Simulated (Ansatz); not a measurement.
# MgO: the cost of one run

Method: DFT PBE, scalar-relativistic, plane waves, PAW, in Ansatz 0.2.0.

The COD entry's cell or inner coordinates are ideal or old and differ from later refinements, so a difference from it is no clean test against experiment.

## 1. The structure to begin with

Symmetry: Fm-3m, No. 225, cubic system. Conventional cell: a = 4.217 Å, b = 4.217 Å, c = 4.217 Å, α = 90.00°, β = 90.00°, γ = 90.00°. Mg (site symmetry m-3m) is surrounded by 6 O at 2.11 Å. O (site symmetry m-3m) is surrounded by 6 Mg at 2.11 Å.

As a file:

```cif
data_structure
_symmetry_space_group_name_H-M 'P 1'
_symmetry_Int_Tables_number 1
_cell_length_a 8.9456
_cell_length_b 8.9456
_cell_length_c 8.9456
_cell_angle_alpha 60.000
_cell_angle_beta 60.000
_cell_angle_gamma 60.000
_cell_volume 506.19
loop_
_atom_site_label
_atom_site_type_symbol
_atom_site_fract_x
_atom_site_fract_y
_atom_site_fract_z
_atom_site_occupancy
Mg1 Mg 0.00000 0.00000 0.00000 1
Mg2 Mg 0.00000 0.00000 0.33333 1
Mg3 Mg 0.00000 0.00000 0.66667 1
Mg4 Mg 0.00000 0.33333 0.00000 1
Mg5 Mg 0.00000 0.33333 0.33333 1
Mg6 Mg 0.00000 0.33333 0.66667 1
Mg7 Mg 0.00000 0.66667 0.00000 1
Mg8 Mg 0.00000 0.66667 0.33333 1
Mg9 Mg 0.00000 0.66667 0.66667 1
Mg10 Mg 0.33333 0.00000 0.00000 1
Mg11 Mg 0.33333 0.00000 0.33333 1
Mg12 Mg 0.33333 0.00000 0.66667 1
Mg13 Mg 0.33333 0.33333 0.00000 1
Mg14 Mg 0.33333 0.33333 0.33333 1
Mg15 Mg 0.33333 0.33333 0.66667 1
Mg16 Mg 0.33333 0.66667 0.00000 1
Mg17 Mg 0.33333 0.66667 0.33333 1
Mg18 Mg 0.33333 0.66667 0.66667 1
Mg19 Mg 0.66667 0.00000 0.00000 1
Mg20 Mg 0.66667 0.00000 0.33333 1
Mg21 Mg 0.66667 0.00000 0.66667 1
Mg22 Mg 0.66667 0.33333 0.00000 1
Mg23 Mg 0.66667 0.33333 0.33333 1
Mg24 Mg 0.66667 0.33333 0.66667 1
Mg25 Mg 0.66667 0.66667 0.00000 1
Mg26 Mg 0.66667 0.66667 0.33333 1
Mg27 Mg 0.66667 0.66667 0.66667 1
O1 O 0.16667 0.16667 0.16667 1
O2 O 0.16667 0.16667 0.50000 1
O3 O 0.16667 0.16667 0.83333 1
O4 O 0.16667 0.50000 0.16667 1
O5 O 0.16667 0.50000 0.50000 1
O6 O 0.16667 0.50000 0.83333 1
O7 O 0.16667 0.83333 0.16667 1
O8 O 0.16667 0.83333 0.50000 1
O9 O 0.16667 0.83333 0.83333 1
O10 O 0.50000 0.16667 0.16667 1
O11 O 0.50000 0.16667 0.50000 1
O12 O 0.50000 0.16667 0.83333 1
O13 O 0.50000 0.50000 0.16667 1
O14 O 0.50000 0.50000 0.50000 1
O15 O 0.50000 0.50000 0.83333 1
O16 O 0.50000 0.83333 0.16667 1
O17 O 0.50000 0.83333 0.50000 1
O18 O 0.50000 0.83333 0.83333 1
O19 O 0.83333 0.16667 0.16667 1
O20 O 0.83333 0.16667 0.50000 1
O21 O 0.83333 0.16667 0.83333 1
O22 O 0.83333 0.50000 0.16667 1
O23 O 0.83333 0.50000 0.50000 1
O24 O 0.83333 0.50000 0.83333 1
O25 O 0.83333 0.83333 0.16667 1
O26 O 0.83333 0.83333 0.50000 1
O27 O 0.83333 0.83333 0.83333 1
```

The runs take a perfect supercell of 54 atoms; the defect goes to fractional position (0.000, 0.000, 0.000).

## 2. The perfect supercell

Input file input.yaml:

```yaml
crystal:
  lattice:
    - [0.0, 6.3255, 6.3255]
    - [6.3255, 0.0, 6.3255]
    - [6.3255, 6.3255, 0.0]
  atoms:
    - { symbol: Mg, position: [0.0, 0.0, 0.0] }
    - { symbol: Mg, position: [0.0, 0.0, 0.333333] }
    - { symbol: Mg, position: [0.0, 0.0, 0.666667] }
    - { symbol: Mg, position: [0.0, 0.333333, 0.0] }
    - { symbol: Mg, position: [0.0, 0.333333, 0.333333] }
    - { symbol: Mg, position: [0.0, 0.333333, 0.666667] }
    - { symbol: Mg, position: [0.0, 0.666667, 0.0] }
    - { symbol: Mg, position: [0.0, 0.666667, 0.333333] }
    - { symbol: Mg, position: [0.0, 0.666667, 0.666667] }
    - { symbol: Mg, position: [0.333333, 0.0, 0.0] }
    - { symbol: Mg, position: [0.333333, 0.0, 0.333333] }
    - { symbol: Mg, position: [0.333333, 0.0, 0.666667] }
    - { symbol: Mg, position: [0.333333, 0.333333, 0.0] }
    - { symbol: Mg, position: [0.333333, 0.333333, 0.333333] }
    - { symbol: Mg, position: [0.333333, 0.333333, 0.666667] }
    - { symbol: Mg, position: [0.333333, 0.666667, 0.0] }
    - { symbol: Mg, position: [0.333333, 0.666667, 0.333333] }
    - { symbol: Mg, position: [0.333333, 0.666667, 0.666667] }
    - { symbol: Mg, position: [0.666667, 0.0, 0.0] }
    - { symbol: Mg, position: [0.666667, 0.0, 0.333333] }
    - { symbol: Mg, position: [0.666667, 0.0, 0.666667] }
    - { symbol: Mg, position: [0.666667, 0.333333, 0.0] }
    - { symbol: Mg, position: [0.666667, 0.333333, 0.333333] }
    - { symbol: Mg, position: [0.666667, 0.333333, 0.666667] }
    - { symbol: Mg, position: [0.666667, 0.666667, 0.0] }
    - { symbol: Mg, position: [0.666667, 0.666667, 0.333333] }
    - { symbol: Mg, position: [0.666667, 0.666667, 0.666667] }
    - { symbol: O, position: [0.166667, 0.166667, 0.166667] }
    - { symbol: O, position: [0.166667, 0.166667, 0.5] }
    - { symbol: O, position: [0.166667, 0.166667, 0.833333] }
    - { symbol: O, position: [0.166667, 0.5, 0.166667] }
    - { symbol: O, position: [0.166667, 0.5, 0.5] }
    - { symbol: O, position: [0.166667, 0.5, 0.833333] }
    - { symbol: O, position: [0.166667, 0.833333, 0.166667] }
    - { symbol: O, position: [0.166667, 0.833333, 0.5] }
    - { symbol: O, position: [0.166667, 0.833333, 0.833333] }
    - { symbol: O, position: [0.5, 0.166667, 0.166667] }
    - { symbol: O, position: [0.5, 0.166667, 0.5] }
    - { symbol: O, position: [0.5, 0.166667, 0.833333] }
    - { symbol: O, position: [0.5, 0.5, 0.166667] }
    - { symbol: O, position: [0.5, 0.5, 0.5] }
    - { symbol: O, position: [0.5, 0.5, 0.833333] }
    - { symbol: O, position: [0.5, 0.833333, 0.166667] }
    - { symbol: O, position: [0.5, 0.833333, 0.5] }
    - { symbol: O, position: [0.5, 0.833333, 0.833333] }
    - { symbol: O, position: [0.833333, 0.166667, 0.166667] }
    - { symbol: O, position: [0.833333, 0.166667, 0.5] }
    - { symbol: O, position: [0.833333, 0.166667, 0.833333] }
    - { symbol: O, position: [0.833333, 0.5, 0.166667] }
    - { symbol: O, position: [0.833333, 0.5, 0.5] }
    - { symbol: O, position: [0.833333, 0.5, 0.833333] }
    - { symbol: O, position: [0.833333, 0.833333, 0.166667] }
    - { symbol: O, position: [0.833333, 0.833333, 0.5] }
    - { symbol: O, position: [0.833333, 0.833333, 0.833333] }
basis:
  ecutwfc: 420
  fft_grid_basis: typed
kpoints:
  mp_grid: { grid: [2, 2, 2] }
hamiltonian:
  xc: pbe
  pseudopotentials: { kind: paw }
scf:
  occupations: { method: gaussian, width: 0.05 }
output:
  forces: true
  stress: false
  eigenvalues: true
  bader: false
  write_density: true
  volumetric_format: npy
```

Run with:

```bash
ansatz run input.yaml --threads 4 --pin off --max-ram 10240MiB --backend cpu --events-out ev --progress --plain --runs-dir out
```

**Question.** How long does this run take on 4 threads of Arm Neoverse V1, shared host, and how much memory does it need?

About 6.2 s, with a peak of 1.8 GiB.
